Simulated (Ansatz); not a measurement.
# NbN, single point

The cell (4 atoms) is NbN as an experimental structure (space group Fm-3m, primitive cell doubled). Source: COD entry 1011319; the sample's temperature and pressure aren't taken into account, and it need not be the stable phase.

Level of theory: DFT, r2SCAN, PAW, plane waves, scalar-relativistic in Ansatz development build ahead of 0.2.0.

Input:

```yaml
crystal:
  lattice:
    - [4.41, 2.205, 2.205]
    - [2.205, 4.41, 2.205]
    - [2.205, 2.205, 4.41]
  atoms:
    - { symbol: Nb, position: [0.0, 0.0, 0.0], spin: 1.0 }
    - { symbol: Nb, position: [0.5, 0.5, 0.5], spin: -1.0 }
    - { symbol: "N", position: [0.25, 0.25, 0.25] }
    - { symbol: "N", position: [0.75, 0.75, 0.75] }
magnetization:
  spin_polarized: true
hamiltonian:
  xc: r2scan
  pseudopotentials: { kind: paw }
basis:
  ecutwfc: 500
kpoints:
  mp_grid: { grid: [7, 7, 7] }
scf:
  occupations: { method: fermi_dirac, width: 0.05 }
  lower_state_search: "off"
output:
  forces: true
  stress: true
  write_density: true
  write_potential: true
  elf: true
  volumetric_format: npy
```

Launched as:
```sh
ansatz run input.yaml --threads 2 --pin off --max-ram 5120MiB --backend cpu --events-out ev --progress --plain --runs-dir out
```

Output (shortened):

```
basis.fft_grid_basis auto: the FFT boxes are laid along the combinations [[1, -1, 0], [0, 1, 0], [0, -1, 1]] of the cell's own vectors, 3.118, 5.401 and 3.118 Å long. The dense box has 24×40×24 points. Along the cell's own vectors, as sized, it would have 40×40×40, 2.78 times as many. [...]
Pseudopotentials: kind: paw
Pseudopotential: Nb, paw, valence charge 13, recommended cutoff 500 eV (meta_gga), Nb.paw.azcp
Pseudopotential: N, paw, valence charge 5, recommended cutoff 500 eV (meta_gga), N.paw.azcp
Functional definition: r2SCAN
Crystal: 4 atoms, lattice volume = 42.883 Å³
Basis set: ecut = 500 eV, 1081 PW (Γ), FFT grids on a1−a2, a2, −a2+a3, exchange–correlation on 96×160×96 points (64 copies of the dense FFT grid, shifted against one another)
Bands: 23, of which v1, the nominal top of the filled ones, is band 18 counted from 1 (17 counted from 0)
Symmetry: 12 space group operations
Space group: R-3m (ITA 166), of the structure as read, at distance tolerance 3.5e-5 Å
Magnetic group: BNS 166.102 (UNI 1332), of the structure as read, at distance tolerance 3.5e-5 Å
k-points: 44 of 343
Non-local potential: Nb, projectors of the file, l = 0: 3, l = 1: 2, l = 2: 2, l = 3: 1
Non-local potential: N, projectors of the file, l = 0: 2, l = 1: 2, l = 2: 1
PAW frozen core: Nb, regenerated for the run's functional (the file was generated under x = pbe(κ = 0.804, μ = 0.2195149727645171), c = pbe(β = 0.06672455060314922))
PAW frozen core: N, regenerated for the run's functional (the file was generated under x = pbe(κ = 0.804, μ = 0.2195149727645171), c = pbe(β = 0.06672455060314922))
Initial density: superposition of atomic densities (chi_scale 0.1, normalization cell, long waves kept (reshape's long-wave potential 0.00 eV rms))
Starting moments: Σ|m| = 2 μB on 2 of 4 sites
Starting magnetic order: antiferromagnet; a translation exchanges its spin sublattices: spin-degenerate at every k-point
Initial wavefunctions: pseudopotential atomic-orbital guess
Functional: x = r2scan, c = r2scan; τ floored in thin density (d = 2e-4 eV/Å³)
spin-down is spin-up translated by (0.5, 0.5, 0.5): one eigenproblem is solved per k-point and the antiferromagnetic symmetry of the starting moments is kept exactly by this SCF (crystal.symmetry.spin_inversion_symmetry: false solves both channels; [...]
SCF iter   1: F=-9897.011946 eV  HF=-9902.601603 eV  |F-HF|=5.59e0  |Δ(HF+E_count)|=         —  Δρ=6.55e-2 (↑6.55e-2 ↓6.55e-2)  dr2=7.33e0  dr2_τ=2.78e-1  dr2_m=4.65e-1  M=0.000 μB ∫|m|=0.700 μB  β_m=0.30  ethr=3.10e-3  ⟨swp⟩=5.8  Hψ=4627  notcnv=0
preconditioner: auto → Kerker (q_TF=auto, 2.650 Å⁻¹)  [metal: Δε(μ)=0.041 eV  Ē_g=10.689 eV  σ=0.050 eV  W_gap=0.20  n_scr=16 (ndim 8)  ℏωp=25.4 eV  f_vac=0.000  D(μ)=1.34/eV (n_scr^D=8)]
spin=Collinear: Kerker preconditioning applied to the charge; magnetization (m = ρ↑ − ρ↓) channel mixes plain (no charge-response kernel on spin).
SCF iter   2: F=-9899.908079 eV  HF=-9901.648639 eV  |F-HF|=1.74e0  |Δ(HF+E_count)|=   9.53e-1  Δρ=4.15e-2 (↑4.15e-2 ↓4.15e-2)  dr2=2.48e0  dr2_τ=2.66e-2  dr2_m=2.44e-1  M=0.000 μB ∫|m|=0.649 μB  β_m=0.30  ethr=3.10e-3  ⟨swp⟩=2.0  Hψ=2187  notcnv=0  defer=9  κ⁻¹=1.0e0(r=1)
SCF iter   3: F=-9901.246681 eV  HF=-9901.199464 eV  |F-HF|=4.72e-2  |Δ(HF+E_count)|=   4.49e-1  Δρ=2.49e-2 (↑2.49e-2 ↓2.49e-2)  dr2=2.05e-1  dr2_τ=3.99e-2  dr2_m=1.30e-1  M=0.000 μB ∫|m|=0.597 μB  β_m=0.30  ethr=3.10e-3  ⟨swp⟩=2.3  Hψ=1906  notcnv=0  defer=9  κ⁻¹=3.6e-3(r=2)
SCF iter   4: F=-9901.169755 eV  HF=-9901.284720 eV  |F-HF|=1.15e-1  |Δ(HF+E_count)|=   8.53e-2  Δρ=1.69e-2 (↑1.69e-2 ↓1.69e-2)  dr2=2.07e-1  dr2_τ=5.38e-3  dr2_m=7.61e-2  M=0.000 μB ∫|m|=0.536 μB  β_m=0.30  ethr=5.70e-4  ⟨swp⟩=2.1  Hψ=2189  notcnv=0  defer=6  κ⁻¹=1.4e-4(r=3)
SCF iter   5: F=-9901.291592 eV  HF=-9901.269892 eV  |F-HF|=2.17e-2  |Δ(HF+E_count)|=   1.48e-2  Δρ=1.11e-2 (↑1.11e-2 ↓1.11e-2)  dr2=1.33e-2  dr2_τ=2.33e-3  dr2_m=4.49e-2  M=0.000 μB ∫|m|=0.478 μB  β_m=0.30  ethr=5.70e-4  ⟨swp⟩=2.0  Hψ=1832  notcnv=0  defer=6  κ⁻¹=4.1e-5(r=4)
SCF iter   6: F=-9901.302363 eV  HF=-9901.285859 eV  |F-HF|=1.65e-2  |Δ(HF+E_count)|=   1.60e-2  Δρ=8.36e-3 (↑8.36e-3 ↓8.36e-3)  dr2=4.84e-4  dr2_τ=5.84e-4  dr2_m=2.73e-2  M=0.000 μB ∫|m|=0.428 μB  β_m=0.30  ethr=3.68e-5  ⟨swp⟩=2.1  Hψ=1967  notcnv=0  defer=6  κ⁻¹=2.0e-6(r=5)
SCF iter   7: F=-9901.305466 eV  HF=-9901.294405 eV  |F-HF|=1.11e-2  |Δ(HF+E_count)|=   8.55e-3  Δρ=6.61e-3 (↑6.61e-3 ↓6.61e-3)  dr2=4.35e-5  dr2_τ=2.81e-4  dr2_m=1.71e-2  M=0.000 μB ∫|m|=0.384 μB  β_m=0.30  ethr=1.34e-6  ⟨swp⟩=2.0  Hψ=2026  notcnv=0  defer=6
Mixer restart at iter 7: flushing history
spin-set hold released at iteration 7 (site moments contracting): the magnetisation degrees of freedom join the quasi-Newton model from the next iteration; the mixer history was flushed
SCF iter   8: F=-9901.307654 eV  HF=-9901.300087 eV  |F-HF|=7.57e-3  |Δ(HF+E_count)|=   5.68e-3  Δρ=5.28e-3 (↑5.28e-3 ↓5.28e-3)  dr2=1.91e-5  dr2_τ=1.62e-4  dr2_m=1.09e-2  M=0.000 μB ∫|m|=0.345 μB  β_m=0.30  ethr=1.21e-7  ⟨swp⟩=2.8  Hψ=1923  notcnv=0  defer=6  κ⁻¹=1.0e0(r=1)
SCF iter   9: F=-9901.313749 eV  HF=-9901.312401 eV  |F-HF|=1.35e-3  |Δ(HF+E_count)|=   1.23e-2  Δρ=1.22e-3 (↑1.22e-3 ↓1.22e-3)  dr2=1.47e-5  dr2_τ=5.44e-6  dr2_m=5.76e-4  M=0.000 μB ∫|m|=0.186 μB  β_m=0.30  ethr=5.30e-8  ⟨swp⟩=4.2  Hψ=2846  notcnv=0  defer=6  κ⁻¹=6.4e-4(r=2)
SCF iter  10: F=-9901.314831 eV  HF=-9901.314032 eV  |F-HF|=7.99e-4  |Δ(HF+E_count)|=   1.63e-3  Δρ=9.17e-4 (↑9.17e-4 ↓9.17e-4)  dr2=1.58e-6  dr2_τ=3.28e-6  dr2_m=3.30e-4  M=0.000 μB ∫|m|=0.143 μB  β_m=0.30  ethr=4.09e-8  ⟨swp⟩=3.2  Hψ=2317  notcnv=0  defer=6  κ⁻¹=4.9e-4(r=3)
SCF iter  11: F=-9901.316266 eV  HF=-9901.316198 eV  |F-HF|=6.79e-5  |Δ(HF+E_count)|=   2.17e-3  Δρ=3.00e-4 (↑3.00e-4 ↓3.00e-4)  dr2=1.21e-5  dr2_τ=5.65e-7  dr2_m=3.20e-5  M=0.000 μB ∫|m|=0.042 μB  β_m=0.30  ethr=4.39e-9  ⟨swp⟩=4.1  Hψ=2982  notcnv=0  defer=6  κ⁻¹=2.0e-4(r=4)
SCF iter  12: F=-9901.316415 eV  HF=-9901.316402 eV  |F-HF|=1.37e-5  |Δ(HF+E_count)|=   2.03e-4  Δρ=1.33e-4 (↑1.33e-4 ↓1.33e-4)  dr2=7.18e-7  dr2_τ=9.86e-8  dr2_m=6.70e-6  M=0.000 μB ∫|m|=0.007 μB  β_m=0.30  ethr=4.39e-9  ⟨swp⟩=3.2  Hψ=2650  notcnv=0  defer=6  κ⁻¹=1.2e-5(r=5)
SCF iter  13: F=-9901.316421 eV  HF=-9901.316416 eV  |F-HF|=4.98e-6  |Δ(HF+E_count)|=   1.43e-5  Δρ=8.16e-5 (↑8.16e-5 ↓8.16e-5)  dr2=1.10e-7  dr2_τ=1.30e-7  dr2_m=2.57e-6  M=0.000 μB ∫|m|=0.007 μB  β_m=0.30  ethr=1.99e-9  ⟨swp⟩=3.0  Hψ=2022  notcnv=0  defer=6  κ⁻¹=7.9e-6(r=6)
SCF iter  14: F=-9901.316427 eV  HF=-9901.316427 eV  |F-HF|=3.44e-7  |Δ(HF+E_count)|=   1.09e-5  Δρ=2.36e-5 (↑2.36e-5 ↓2.36e-5)  dr2=7.11e-8  dr2_τ=8.89e-9  dr2_m=2.01e-7  M=0.000 μB ∫|m|=0.002 μB  β_m=0.30  ethr=2.78e-10  ⟨swp⟩=11.9  Hψ=8126  notcnv=0  κ⁻¹=2.5e-6(r=7)
iter 15 did not close the SCF: its close was put off for a magnetic moment that had not settled (scf_convergence_deferred on its scf_iter line)
SCF iter  15: F=-9901.316428 eV  HF=-9901.316427 eV  |F-HF|=9.29e-8  |Δ(HF+E_count)|=   6.86e-7  Δρ=1.34e-5 (↑1.34e-5 ↓1.34e-5)  dr2=3.75e-8  dr2_τ=2.17e-9  dr2_m=5.94e-8  M=0.000 μB ∫|m|=0.001 μB  β_m=0.30  ethr=1.97e-10  ⟨swp⟩=9.7  Hψ=7097  notcnv=0  κ⁻¹=1.0e-6(r=8)
iter 16 did not close the SCF: its close was put off for a magnetic moment that had not settled (scf_convergence_deferred on its scf_iter line)
SCF iter  16: F=-9901.316428 eV  HF=-9901.316428 eV  |F-HF|=7.38e-9  |Δ(HF+E_count)|=   2.09e-7  Δρ=3.58e-6 (↑3.58e-6 ↓3.58e-6)  dr2=1.51e-9  dr2_τ=1.19e-10  dr2_m=4.25e-9  M=0.000 μB ∫|m|=0.000 μB  β_m=0.30  ethr=1.04e-10  ⟨swp⟩=6.2  Hψ=6088  notcnv=0  κ⁻¹=2.2e-8(r=8)
iter 17 did not close the SCF: its close was put off for a magnetic moment that had not settled (scf_convergence_deferred on its scf_iter line)
SCF iter  17: F=-9901.316428 eV  HF=-9901.316428 eV  |F-HF|=2.83e-9  |Δ(HF+E_count)|=   7.85e-9  Δρ=2.22e-6 (↑2.22e-6 ↓2.22e-6)  dr2=4.74e-10  dr2_τ=9.17e-11  dr2_m=1.70e-9  M=0.000 μB ∫|m|=0.000 μB  β_m=0.30  ethr=4.18e-12  ⟨swp⟩=5.2  Hψ=5513  notcnv=0  κ⁻¹=1.1e-6(r=8)
iter 18 did not close the SCF: its close was put off for a magnetic moment that had not settled (scf_convergence_deferred on its scf_iter line)
SCF iter  18: F=-9901.316428 eV  HF=-9901.316428 eV  |F-HF|=1.40e-10  |Δ(HF+E_count)|=   6.60e-9  Δρ=3.71e-7 (↑3.71e-7 ↓3.71e-7)  dr2=1.27e-11  dr2_τ=1.98e-12  dr2_m=4.59e-11  M=0.000 μB ∫|m|=0.000 μB  β_m=0.30  ethr=1.32e-12  ⟨swp⟩=4.1  Hψ=5597  notcnv=0  κ⁻¹=5.9e-8(r=8)
SCF iter  19: F=-9901.316428 eV  HF=-9901.316428 eV  |F-HF|=5.28e-11  |Δ(HF+E_count)|=  1.38e-10  Δρ=2.13e-7 (↑2.13e-7 ↓2.13e-7)  dr2=3.59e-12  dr2_τ=5.15e-13  dr2_m=1.55e-11  M=0.000 μB ∫|m|=0.000 μB  ethr=1.00e-12  ⟨swp⟩=3.8  Hψ=4767  notcnv=0
WARN: the starting moments were not kept: the SCF closed with an absolute magnetisation of 3.8e-6 μB, where they sum to 2 μB in size (2 sites). That is at most 0.1 of that sum. Measured as dr2_m measures the in/out step, that magnetisation stands 1.5e-12 eV from none, at or under the dr2_threshold of 1.0e-7 eV: it is no larger than a step whose dr2_m would equal this threshold. The system may hold no moment; this SCF shows only that its start led to no more than that. [...]
SCF 1 converged in 19 iterations: F = -9901.316428 eV  dr2 = 3.59e-12
  greatest PAW one-centre occupation: 1.000 electrons in one spin orbital (limit 2), on the Nb atom at site 1 (counted from 0), in its partial waves of l = 0
this state was not tested for a lower state beside it, because the mixer in use, unlike msr1, does not test its closes by its own steps (another_mixer; see scf.mixing.algorithm and scf.lower_state_search)
SCF converged after 19 iterations
Magnetization: 0.0000 μB (18.0000 up, 18.0000 down)
Absolute magnetization: 0.0000 μB (∫|ρ↑−ρ↓|, with the PAW one-centre terms)
Spin contamination: 0.0000 ħ² per cell (⟨S²⟩ above its minimum at these occupations)
Per-site moments (μB) at R_I (Å): [(-6.6659e-7, 0.9095), (6.6659e-7, 0.9095), (2.0579e-16, 0.9095), (-2.0579e-16, 0.9095)]
Free energy (F): -9901.316428 eV
Harris-Foulkes:  -9901.316428 eV  (|F-HF|=5.28e-11)
Internal energy: -9901.297295 eV  (E = F + TS)
E sigma→0 (E₀):  -9901.306861 eV
Entropy (-TS):   -0.019133 eV (-4.783 meV/atom)
Fermi energy:    20.452750 eV
--- Per-component energies (eV) ---
  E_band       = -55.016786
  E_kinetic    = 1055.916875
  E_local      = -1458.136364  (includes V_loc(G=0)·N_el)
  E_nonlocal   = 326.230353
  E_hartree    = 440.677000
  E_xc         = -461.726371
  E_vxc        = -645.589905  (∫ρ·V_xc dr)
  E_paw        = -6436.947475  (= ΣΔE_a)
  E_vpaw       = -253.574273  (= ΣTr[D̂ρ^β])
  E_aug_tail   = 0.000046  (compensation charges beyond the density's cutoff)
  E_vtau       = 38.782405  (kinetic-family band-sum trace: ∫τ·v_τ [+ j·A + Jᵃ·Aᵃ] dr)
  E_ewald      = -3366.867368
  E_core_change = -0.443991  (= ΣΔE_core)
  E_smearing   = -0.019133  (= −TS)
  E_closure    = -0.000000  (closes the sum)
  Σ components = -9901.316428   (vs F -9901.316428, Δ=0.00e0)
--- Forces (eV/Å), atoms counted from 1 ---
  atom   1  Nb    -0.00000000    -0.00000000    -0.00000000
  atom   2  Nb     0.00000000     0.00000000     0.00000000
  atom   3  N     -0.00000000    -0.00000000    -0.00000000
  atom   4  N      0.00000000     0.00000000     0.00000000
  max |Σ_I F_I| component: 1.01e-28 eV/Å
--- Stress (GPa, compression-positive) ---
        0.319533      -0.343187      -0.343187
       -0.343187       0.319533      -0.343187
       -0.343187      -0.343187       0.319533
  P = ⅓ Tr σ = 0.3195 GPa (3.195 kbar)
--- Band table (eV; the first three rows and the last of 88) ---
  k-point 0 ↑: bands = ["-37.8750", "-37.7379", "-13.8710", "-12.9034", "-12.9034", "-12.8149", "-12.8149", "-12.8121", "1.8103", "4.2881", "11.0262", "13.0951", "13.0951", "16.8580", "16.8586", "16.8586", "18.4377", "18.4377", "18.4388", "20.4289", "20.4289", "21.9467", "21.9467"]
  k-point 1 ↑: bands = ["-37.8513", "-37.7277", "-13.7867", "-13.0431", "-12.9849", "-12.9316", "-12.8512", "-12.8354", "2.1870", "3.9713", "11.5411", "13.3235", "13.4799", "14.8919", "15.9325", "16.0380", "18.2715", "19.4449", "19.5160", "21.1056", "21.2089", "21.7839", "22.1457"]
  k-point 2 ↑: bands = ["-37.7941", "-37.7085", "-13.5722", "-13.3491", "-13.3428", "-12.9915", "-12.9348", "-12.9140", "2.9372", "3.4788", "12.4499", "12.9274", "13.8043", "14.0494", "14.7366", "15.1079", "18.0999", "20.1835", "21.0153", "21.2574", "21.7731", "22.0965", "22.6657"]
  k-point 43 ↓: bands = ["-37.7941", "-37.7858", "-13.4159", "-13.3403", "-13.0059", "-12.9348", "-12.9165", "-12.8483", "2.9373", "3.1847", "12.7995", "12.9268", "13.8228", "14.6904", "14.7373", "15.1075", "18.0995", "19.7254", "20.1765", "21.0166", "21.2574", "21.5441", "22.6648"]
```

The log names the space group R-3m, not the crystal's Fm-3m, as the starting moments make like atoms unequal.

The program warns that the starting moments weren't kept.

The run took 25 s on 2 threads of Intel(R) Xeon(R) Processor @ 2.50GHz (Skylake/Cascade Lake), with other jobs on the host, peak memory 0.51 GiB.
